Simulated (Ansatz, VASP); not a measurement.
## Hf in VASP and in Ansatz

The input INCAR:

```
SYSTEM = Hf
PREC = Accurate
ENCUT = 520
EDIFF = 1E-6
ISMEAR = 0
SIGMA = 0.1
LREAL = .FALSE.
LASPH = .TRUE.
NELM = 100
ALGO = Normal
ISIF = 2
LWAVE = .FALSE.
LCHARG = .FALSE.
GGA = PS
NBANDS = 11
```

Contents of KPOINTS:

```
regular mesh
0
G
  16 16 16
  0 0 0
```

POSCAR

```
Hf
1.0
    0.0000000000      2.3259384000      2.3259384000
    2.3259384000      0.0000000000      2.3259384000
    2.3259384000      2.3259384000      0.0000000000
Hf
1
Direct
    0.0000000000      0.0000000000      0.0000000000
```

Input for Ansatz:

```yaml
crystal:
  lattice:
    - [0.0, 2.3259384, 2.3259384]
    - [2.3259384, 0.0, 2.3259384]
    - [2.3259384, 2.3259384, 0.0]
  atoms:
    - { symbol: Hf, position: [0.0, 0.0, 0.0] }
basis:
  ecutwfc: 420
kpoints:
  mp_grid: { grid: [16, 16, 16] }
hamiltonian:
  xc: pbesol
scf:
  occupations: { method: gaussian, width: 0.1 }
output:
  forces: true
  stress: true
  eigenvalues: true
```

Alike in both runs: task single point; functional PBEsol; k mesh 16 × 16 × 16; occupations gaussian, width 0.1 eV; no spin polarisation.

|  | VASP | Ansatz |
| --- | --- | --- |
| version | VASP 6.6.1 | Ansatz 0.2.0 |
| potentials or method | VASP PAW PBE potentials, release 64 (Hf_pv) | scalar-relativistic, plane waves, PAW |
| plane-wave cutoff (eV) | 520 | 420 |
| valence electrons in the cell | 10 | 26 |

VASP gave:

* gap on the k mesh at the Fermi level (eV): none
* pressure (GPa): -13.2

Problem. Estimate Ansatz's values.

Solution. gap on the k mesh at the Fermi level (eV): none; pressure (GPa): -12.8.

A gap of «none» marks a metal or a gap that the smearing closes. The two sets of potentials don't hold the same shells in valence.

Caveats: the PAW data sets were made with another functional, which shifts forces and pressure a little (VASP). The runs have no spin-orbit coupling, so splittings on Hf are missing.
